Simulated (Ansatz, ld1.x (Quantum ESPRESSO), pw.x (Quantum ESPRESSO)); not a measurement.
**barium: does the TM potential hold in the solid?**

barium, norm-conserving Troullier–Martins (Kleinman–Bylander form), made with ld1.x (Quantum ESPRESSO) 7.5 (PBE, scalar-relativistic). Core [Xe], reference 5d0 6s2 6p0. Waves: 6s (bound): rc 3.75 bohr; 6p (bound, empty): rc 4.20 bohr; 5d (bound, empty): rc 3.00 bohr. Local part: the d channel. Core correction: Bessel-smoothed model core inside 1.60 bohr.

Crystal test: diamond Ba in pw.x 7.5, no spin, 8³ k-points, Fermi–Dirac smearing 0.01 Ry, cutoffs 50/200 Ry. The reference is all-electron LAPW (Ansatz 0.2.0) with the same functional, mesh and smearing; V0 and B0 come from Birch–Murnaghan fits to the pressures at five volumes. Errors are pseudo minus all-electron; Δ is the rms difference of the E(V) curves that follow from these fits, minima aligned, over ±6 % about the mean V0. Mesh and smearing are coarse, so the numbers serve the comparison and aren't converged zero-temperature values; the lattice is a test structure that the element need not adopt.

| V (Å³/atom) | P all-electron (GPa) | P pseudo (GPa) |
| --- | --- | --- |
| 54.979 | 0.38 | 2.48 |
| 56.426 | 0.16 | 2.51 |
| 57.873 | -0.01 | 2.52 |
| 59.320 | -0.13 | 2.52 |
| 60.767 | -0.22 | 2.50 |

All-electron: a0 = 7.733 Å (V0 = 57.81 Å³/atom), B0 = 5.8 GPa.

Pseudopotential: mean pressure error (GPa): +2.47. The pressure does not cross zero within the volumes sampled, so no fit is given. The largest radius (4.20 bohr) exceeds half the bond length (3.17 bohr), so the spheres overlap, which is one possible source of error among others. This is a poor potential for the solid. The pseudo pressure rises with volume over part of the range, a mechanical instability. Note: ghost states, extra bound levels that the all-electron valence spectrum of the same l lacks: s at -16.7 eV, p at -1.49 eV. A true bound ghost makes a file unfit for plane-wave use. Atomic configuration tests: 3 of 7 tests not solved or not reliable.

**Question.** At the middle volume, how do free energy and pressure move when the wave cutoff is lowered (ecutrho kept at four times it)?

**Answer.**

| cutoff (Ry) | shift of F (meV/atom) | shift of P (GPa) |
| --- | --- | --- |
| 22 | +0.7 | -0.02 |
| 30 | +0.0 | -0.00 |
| 40 | +0.0 | +0.00 |

The run at the middle volume (29 k-points, 37 iterations) took about 58 s on one core of a shared host (Neoverse-V1, 32 threads, 247 GiB, load 17).
